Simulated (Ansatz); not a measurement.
Relaxed ZrO2 (tetragonal-ZrO2 type, space group P4_2/nmc):

```
ZrO2
1.0
    3.60134     0.00000     0.00000
    0.00000     3.60134     0.00000
    0.00000     0.00000     5.22807
Zr O
2 4
Cartesian
  0.00000   0.00000   0.00000
  1.80067   1.80067   2.61403
  0.00000   1.80067   1.02884
  0.00000   1.80067   3.64287
  1.80067   0.00000   1.58519
  1.80067   0.00000   4.19922
```

Calculation: r2SCAN (plane waves to 500 eV, PAW, scalar-relativistic; Ansatz, a program for electronic structure). k mesh 7×7×5 (Γ-centred), Fermi-Dirac smearing 0.05 eV. This is a high-temperature form of ZrO2. ZrO2 is run without spin polarisation. ZrO2 was relaxed with its symmetry unable to fall.

One atom of the cell was then moved (with its periodic images), all else fixed, and the forces (eV/Å) came out as:

| atom | Fx | Fy | Fz |
|---|---|---|---|
| Zr1 | -0.579 | -0.095 | 0.087 |
| Zr2 | -0.064 | 0.134 | -0.046 |
| O3 | -0.031 | -0.031 | 0.008 |
| O4 | -0.520 | -0.393 | -0.014 |
| O5 | -0.050 | -0.050 | 0.012 |
| O6 | 1.243 | 0.435 | -0.048 |

Q: Which atom was moved, and by which vector (Å)?

A: O6, by (-0.07, -0.07, 0.00), 0.10 Å in all.

(A displaced cell: forces are minus the slopes of the energy, force constants its curvatures, and phonons follow from these.)
